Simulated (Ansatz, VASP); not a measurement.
**Cs: VASP beside Ansatz**

INCAR

```
SYSTEM = Cs
  PREC = Accurate
  ENCUT = 520
  EDIFF = 1E-8
  ISMEAR = -1
  SIGMA = 0.05
  LREAL = .FALSE.
  LASPH = .TRUE.
  NELM = 100
  ALGO = Normal
  ISIF = 2
  LWAVE = .FALSE.
  LCHARG = .FALSE.
  GGA = CA
  LEFG = .TRUE.
  NBANDS = 10
```

The input KPOINTS:

```
regular mesh
0
G
  9 9 9
  0 0 0
```

Contents of POSCAR:

```
Cs
1.0
   -3.0022141539      3.0022141539      3.0022141539
    3.0022141539     -3.0022141539      3.0022141539
    3.0022141539      3.0022141539     -3.0022141539
Cs
1
Direct
    0.0000000000      0.0000000000      0.0000000000
```

Input for Ansatz:

```yaml
crystal:
  lattice:
    - [-3.0022141539, 3.0022141539, 3.0022141539]
    - [3.0022141539, -3.0022141539, 3.0022141539]
    - [3.0022141539, 3.0022141539, -3.0022141539]
  atoms:
    - { symbol: Cs, position: [0.0, 0.0, 0.0] }
kpoints:
  mp_grid: { grid: [9, 9, 9] }
scf:
  occupations: { method: fermi_dirac, width: 0.05 }
hamiltonian:
  xc: lda
  pseudopotentials: { kind: all_electron, datasets: crystal }
output:
  forces: true
  stress: true
  eigenvalues: true
  efg: { contact_densities: true }
```

Change from the starting cell: volume scaled by 0.98, crystal datasets.

Alike in both runs: task electric field gradients; functional LDA; k mesh 9 × 9 × 9; occupations fermi-dirac, width 0.05 eV; no spin polarisation.

|  | VASP | Ansatz |
| --- | --- | --- |
| version | VASP 6.6.1 | Ansatz 0.2.0 |
| potentials or method | VASP PAW LDA potentials, release 64 (Cs_sv) | all-electron PAW with datasets made for the crystal, scalar-relativistic |
| plane-wave cutoff (eV) | 520 | see its input |

Ansatz gave:

```
pressure (GPa)                                                 : -0.2
Vzz of the field gradient on the site that differs most (V/Å²) : 0.0
```

What did VASP give for the same quantities?

Pressure (GPa): -0.3; Vzz of the field gradient on the site that differs most (V/Å²): 0.0.

Ansatz ran all-electron here, so the differences hold the error of VASP's frozen core and of both bases. Ansatz warned: «gradients_without_spin_orbit».

Spin-orbit coupling is left out, which matters for the levels of Cs.
